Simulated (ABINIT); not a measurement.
**BP: relaxation of cell and atoms with PBE**

Crystal: BP.

```
P B
1.0
     0.00000    2.26900    2.26900
     2.26900    0.00000    2.26900
     2.26900    2.26900    0.00000
P B
1 1
Direct
  0.75000 0.75000 0.75000
  0.00000 0.00000 0.00000
```

```yaml
Program: ABINIT 10.8.3 (patched build)
Task: relaxation of cell and atoms
Functional: PBE
Potentials_or_basis: PseudoDojo NC SR PBE v0.4.1 standard
Cutoff: 1034 eV
k_mesh: 8 × 8 × 8
Occupations: fermi-dirac, width 0.05 eV
Spin: no spin polarisation
Cell_freedom_optcell: 2
Optimiser_ionmov: 2
Cutoff_smearing_ecutsm_Ha: 0.5
Force_stop_Ha/bohr: 2e-05
```

```
Relaxed volume                         : 11.76 Å³/atom
Relaxed cell                           : a = 3.216 Å, b = 3.216 Å, c = 3.216 Å, α = 60.00°, β = 60.00°, γ = 60.00°
Space group after relaxing (to 0.05 Å) : F-43m (No. 216)
Energy gained by relaxing              : 0.2 meV/atom
Ionic steps                            : 3
Pressure after relaxing                : 0.0 GPa
Band gap on the k mesh                 : 1.29 eV, indirect (least direct gap 3.40 eV)
```

Step by step:
| step | energy change (eV) | largest force (eV/Å) | pressure (GPa) | volume (Å³) |
| --- | --- | --- | --- | --- |
| 1 | 0.0000 | 0.0000 | 1.03 | 23.36 |
| 2 | -0.0004 | 0.0000 | 0.51 | 23.44 |
| 3 | -0.0005 | 0.0000 | 0.00 | 23.51 |

Final structure:
```
CELL_PARAMETERS angstrom
0.00000 2.27377 2.27377
2.27377 0.00000 2.27377
2.27377 2.27377 0.00000
ATOMIC_POSITIONS crystal
P 0.75000 0.75000 0.75000
B 0.00000 0.00000 0.00000
```

Run time: 49 s on 1 thread of Intel(R) Xeon(R) Processor @ 2.70GHz (shared host), peak memory 0.08 GiB.

A k mesh can miss the band edges. PBE gaps usually lie below the measured ones, often by a third to a half.
